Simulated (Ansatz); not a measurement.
## Mechanical response of C (R-3m)

```
C
1.0
     1.22942    0.70981    3.64777
    -1.22942    0.70981    3.64777
     0.00000   -1.41962    3.64777
C
2
Direct
  0.83335 0.83335 0.83335
  0.16665 0.16665 0.16665
```

Conventional cell: a = 2.459 Å, b = 2.459 Å, c = 10.943 Å, α = 90.00°, β = 90.00°, γ = 120.00°. Around C (atom 1) lie 3 C at 1.42 Å.

Level of theory, where no other is named: PBEsol, all-electron LAPW in Ansatz 0.2.0, scalar-relativistic. k mesh 10×10×10, fixed occupations, basis error target 1 meV/atom. The cell was relaxed by PAW under this functional, which moved its volume by +9 % from the database entry's. This phase needn't be the one found at ambient conditions.

The cell is trigonal and carries a residual pressure of -0.07 GPa at this level. Each strain component that symmetry leaves independent is applied at ±0.003, the ions relax wherever a strain frees them, and the stress (tension positive, GPa) is read. Shears are engineering strains, γ = 2ε.

```
strain    size      σxx      σyy      σzz      σyz     σxz     σxy
    xx  -0.003  -2.8352  -0.4061  -0.0622  -0.0022  0.0000  0.0000
    xx  +0.003   3.0554   0.6625  -0.0683   0.0023  0.0000  0.0000
    zz  -0.003   0.1381   0.1381  -0.0925   0.0000  0.0000  0.0000
    zz  +0.003   0.1307   0.1307  -0.0397   0.0000  0.0000  0.0000
    yz  -0.003   0.1322   0.1377  -0.0654  -0.0062  0.0000  0.0000
    yz  +0.003   0.1369   0.1331  -0.0654   0.0063  0.0000  0.0000
```

A central difference gives one constant, for example C11 ≈ (3.0554 − (-2.8352))/(0.006) = 981.8 GPa; the program then imposes the crystal's symmetry on the whole matrix.

Question: What are the independent elastic constants?

Answer: C11 = 981.8, C12 = 178.1, C13 = -1.1, C14 = 0.8, C33 = 8.8, C44 = 2.1 GPa.

Question: Is the crystal stable against homogeneous strain?

Answer: The least eigenvalue of the 6×6 matrix is 2.1 GPa, so yes.

Question: What moduli does a random aggregate of grains have?

Answer: Voigt and Reuss bounds: B from 8.6 to 258.2 and G from 4.5 to 201.0 GPa; their means are B = 133.4 and G = 102.7 GPa. Then E = 9BG/(3B + G) = 245.2 GPa, ν = (3B − 2G)/(6B + 2G) = 0.194 and B/G = 1.30, on the brittle side of Pugh's 1.75 (a rule of thumb, made for metals; it doesn't predict ductility here).

Question: With the density of 2.089 g/cm³, how fast does sound travel, and what Debye temperature follows?

Answer: 

```tsv
direction	slow (m/s)	middle (m/s)	fast (m/s)
x	996	13871	21681
y	996	13871	21681
z	996	996	2053
```

The mean of v⁻³ over directions and branches gives v_m = 1819 m/s and θ_D = (ħ/k_B) v_m (6π²n)^(1/3) = 255 K, n being atoms per volume. Young's modulus spans 6 to 949 GPa over directions, and the universal anisotropy index is 249.55.

Question: How far do the constants move if PAW replaces LAPW in the same cell?

Answer: 

| constant | LAPW (GPa) | PAW (GPa) | difference |
| --- | --- | --- | --- |
| C11 | 981.8 | 982.3 | 0.5 |
| C12 | 178.1 | 179.7 | 1.6 |
| C13 | -1.1 | -0.8 | 0.3 |
| C14 | 0.8 | 0.7 | -0.1 |
| C33 | 8.8 | 8.3 | -0.5 |
| C44 | 2.1 | 1.8 | -0.3 |

Question: How do the constants change if the ions are clamped to the homogeneous strain?

Answer: Clamped values, with the change against relaxed ions: C11 = 1007.9 (+26.1), C12 = 152.0 (-26.1), C13 = -1.1 (+0.0), C14 = 0.8 (+0.1), C33 = 8.8 (+0.0), C44 = 2.1 (+0.0) GPa.

Question: What happens at 5 GPa (cell relaxed there)?

Answer: The volume falls to 0.8514 of its value, and C11 = 1167.5, C12 = 229.0, C13 = -0.3, C14 = 5.0, C33 = 70.2, C44 = 8.4 GPa (slopes of the stress), in this structure whether or not another phase takes over.

Caveats: no dispersion correction, so the spacing and stiffness between layers or molecules are poor; the frozen-core PAW files of the compared runs were fitted under PBE, their cores solved anew for this functional.
